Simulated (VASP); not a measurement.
PbSe (Clausthalite):

```
Pb Se
1.0
     0.00000    3.06065    3.06065
     3.06065    0.00000    3.06065
     3.06065    3.06065    0.00000
Pb Se
1 1
Direct
  0.00000 0.00000 0.00000
  0.50000 0.50000 0.50000
```

Program: VASP 6.6.1. Alike in all runs: task band structure; potentials or basis VASP PAW PBE potentials, release 64 (Pb_d, Se); cell as given; cutoff (eV) 520; smearing fermi-dirac 0.05 eV. Hardware: 1 thread of Intel(R) Xeon(R) Platinum 8559C (Emerald Rapids), with other jobs on the host.

Q: Order these runs on this cell by their wall time, lowest first.
A. level PBE; spin SOC, no magnetisation; k mesh 6 × 6 × 6
B. level TB-mBJ; spin off; k mesh 8 × 8 × 8
C. level PBE; spin off; k mesh 8 × 8 × 8

A: C (48 s), B (110 s), A (400 s).
